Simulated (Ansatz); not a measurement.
Here is an Ansatz 0.2.0 calculation.

input.yaml

```yaml
crystal:
  lattice:
    - [0.0, 2.9305, 2.9305]
    - [2.9305, 0.0, 2.9305]
    - [2.9305, 2.9305, 0.0]
  atoms:
    - { symbol: In, position: [0.0, 0.0, 0.0] }
    - { symbol: P, position: [0.75, 0.75, 0.75] }
hamiltonian:
  xc: pbe
  pseudopotentials: { kind: paw }
kpoints:
  mp_grid: { grid: [8, 8, 8] }
scf:
  occupations: { method: fermi_dirac, width: 0.05 }
basis:
  ecutwfc: "350 eV"
output:
  forces: true
  stress: true
  eigenvalues: true
  write_density: true
  write_potential: true
  elf: true
  volumetric_format: npy
```

Potentials or basis: Ansatz PAW.

The run is started by

```sh
$ ansatz run input.yaml --threads 2 --pin off --max-ram 5120MiB --backend cpu --events-out ev --progress --plain --runs-dir out
```

Question: Estimate the pressure.

Answer: 3.4 GPa.

Question: Estimate the band gap on the k mesh.

Answer: 0.72 eV, direct.

Caveat: the pressure holds a Pulay correction of +0.3 GPa for the finite cutoff; spin-orbit coupling is left out, which moves the levels of the heavy elements; the cutoff lies under the one recommended for these potentials.

**What was measured.**

From a printed reference work, data compilation, for a bulk crystal of InP at 1.6 K: band gap 1.4236 eV (direct).

Measured gap of InP: 1.4236 eV (direct; 1.6 K; a printed reference work, data compilation). This calculation gives 0.72 eV (-0.70 eV). Spin-orbit coupling on In is left out. The value is that of PBE, without temperature or zero-point motion. Semilocal functionals fall short of measured gaps as a rule.
